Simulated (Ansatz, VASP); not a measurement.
**One calculation of Gd, two programs**

INCAR

```
PREC = Accurate ; ENCUT = 520
EDIFF = 1E-7 ; ISMEAR = -1
SIGMA = 0.03 ; LREAL = F
LASPH = T ; NELM = 150
ALGO = Normal ; ISIF = 2
LWAVE = F ; LCHARG = F
ISPIN = 2 ; MAGMOM = 7
LORBIT = 11 ; LMAXMIX = 6
GGA = PE ; NBANDS = 19
```

File KPOINTS:

```
Automatic mesh
0
Gamma
  11 11 11
```

POSCAR

```
Gd
1.0
   -1.8798434776      1.8798434776      1.8798434776
    1.8798434776     -1.8798434776      1.8798434776
    1.8798434776      1.8798434776     -1.8798434776
Gd
1
Direct
    0.0000000000      0.0000000000      0.0000000000
```

Input for Ansatz:

```yaml
crystal:
  lattice:
    - [-1.8798434776, 1.8798434776, 1.8798434776]
    - [1.8798434776, -1.8798434776, 1.8798434776]
    - [1.8798434776, 1.8798434776, -1.8798434776]
  atoms:
    - { symbol: Gd, position: [0.0, 0.0, 0.0], spin: 7.0 }
magnetization:
  spin_polarized: true
kpoints:
  mp_grid: { grid: [11, 11, 11] }
scf:
  occupations: { method: fermi_dirac, width: 0.03 }
hamiltonian:
  xc: pbe
  pseudopotentials: { kind: paw }
output:
  forces: true
  stress: true
  eigenvalues: true
  populations: true
  write_density: true
  write_potential: true
  elf: true
  volumetric_format: npy
```

Change from the starting cell: volume scaled by 0.8, PAW files.

Alike in both runs: task single point; functional PBE; k mesh 11 × 11 × 11; occupations fermi-dirac, width 0.03 eV; collinear spin.

|  | VASP | Ansatz |
| --- | --- | --- |
| version | VASP 6.6.1 | Ansatz 0.2.0 |
| potentials or method | VASP PAW PBE potentials, release 64 (Gd) | PAW with Ansatz's default frozen-core files, scalar-relativistic |
| plane-wave cutoff (eV) | 520 | 420 |
| valence electrons in the cell | 18 | 18 |

```csv
,VASP,Ansatz,Ansatz less VASP
pressure (GPa),10.3,10.3,-0.04
net moment per atom (μB),7.62,7.62,-0.004
size of the moment on the site where the two differ most (μB),7.04,7.33,+0.284
```

Site moments also hang on the region over which each program counts them.

Caveats: spin-orbit coupling is left out, which moves the levels of the heavy elements. The state reached can hang on the start; a lower one may exist.
